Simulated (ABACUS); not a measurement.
Set up this calculation in ABACUS 3.10.1, as an ASE script.

| Property | Result |
| --- | --- |
| Task | single point |
| Functional | PBEsol |
| Potentials or basis | SSSP 1.3 efficiency PBE |
| Cutoff | 748 eV |
| Density cutoff | 5987 eV |
| Basis | plane waves |
| k mesh | 6 × 6 × 6 |
| Occupations | fermi-dirac, width 0.05 eV |
| Spin | no spin polarisation |
| Radial cutoff of the potentials (pseudo_rcut) | 10 bohr |
| SCF threshold on the density | 1e-08 |
| Max SCF steps | 100 |
| Eigensolver | dav |
| Mixing | broyden |
| Mixing share | 0.7 |
| Symmetry key | 1 |
| Bands | 24 |

The structure of Ge lies in Ge.xyz:

```xyz
2
Lattice="0.0000000000 2.8289100000 2.8289100000 2.8289100000 0.0000000000 2.8289100000 2.8289100000 2.8289100000 0.0000000000" Properties=species:S:1:pos:R:3 pbc="T T T"
Ge     4.2433650000      4.2433650000      4.2433650000
Ge     2.8289100000      2.8289100000      2.8289100000
```

One way to write it, as run:

run_abacus.py

```python
"""ABACUS run from a structure file: ASE reads it, the script writes STRU, KPT and INPUT."""
import re
import subprocess
from ase.io import read
from ase.units import Bohr

atoms = read("Ge.xyz")
atoms = atoms[(-atoms.numbers).argsort(kind="stable")]  # ABACUS lists atoms element by element
pseudo = {'Ge': 'ge_pbe_v1.4.uspp.F.UPF'}
orbital = {}
magmoms = None
kmesh = [6, 6, 6]
params = {
    'suffix': 'Ge',
    'calculation': 'scf',
    'basis_type': 'pw',
    'pseudo_dir': './',
    'symmetry': 1,
    'dft_functional': 'pbesol',
    'ecutwfc': 55,
    'pseudo_rcut': 10,
    'nspin': 1,
    'nbands': 24,
    'ks_solver': 'dav',
    'smearing_method': 'fd',
    'smearing_sigma': 0.00367493,
    'scf_thr': 1e-08,
    'scf_nmax': 100,
    'mixing_type': 'broyden',
    'mixing_beta': 0.7,
    'cal_force': 1,
    'cal_stress': 1,
    'ecutrho': 440,
    'out_chg': 1,
    'kpar': 4,
}

symbols = atoms.get_chemical_symbols()
elements = list(dict.fromkeys(symbols))
lines = ["ATOMIC_SPECIES"] + [f"{e} {atoms.get_masses()[symbols.index(e)]:.4f} {pseudo[e]}" for e in elements]
if orbital:
    lines += ["", "NUMERICAL_ORBITAL"] + [orbital[e] for e in elements]
lines += ["", "LATTICE_CONSTANT", f"{1 / Bohr:.10f}", "", "LATTICE_VECTORS"]
lines += [" ".join(f"{x:.10f}" for x in v) for v in atoms.cell]
lines += ["", "ATOMIC_POSITIONS", "Direct"]
for e in elements:
    lines += ["", e, "0.0", str(symbols.count(e))]
    for i, p in enumerate(atoms.get_scaled_positions(wrap=False)):
        if symbols[i] == e:
            mag = "" if magmoms is None else " mag " + " ".join(str(x) for x in (magmoms[i] if isinstance(magmoms[i], list) else [magmoms[i]]))
            lines.append(" ".join(f"{x:.10f}" for x in p) + " 1 1 1" + mag)
open("STRU", "w").write("\n".join(lines) + "\n")
open("KPT", "w").write("K_POINTS\n0\nGamma\n%d %d %d 0 0 0\n" % tuple(kmesh))
open("INPUT", "w").write("INPUT_PARAMETERS\n" + "".join(f"{k:<20s}{v}\n" for k, v in params.items()))

done = subprocess.run(['mpirun', '-np', '4', 'abacus'])
if done.returncode:
    raise SystemExit(done.returncode)
log = open("OUT.Ge/running_scf.log").read()
print("final energy (eV):", re.findall(r"FINAL_ETOT_IS (\S+)", log))
```

Potentials or basis: SSSP 1.3 efficiency PBE, plane waves.

Launch:

```sh
$ OMP_NUM_THREADS=1 python run_abacus.py > log
```

Results of the run:

* Pressure: 0.7 GPa
* Band gap on the k mesh: none (metal or under the smearing width)

Caveat: the potentials were made for another functional, which shifts forces and pressure; this crystal is a semiconductor, whose small gap the functional closes, so the metal is an error of the method.

Wall time 11 s on 4 MPI ranks on Intel(R) Xeon(R) 6975P-C (Granite Rapids), on a shared host, peak memory 0.96 GiB a rank.
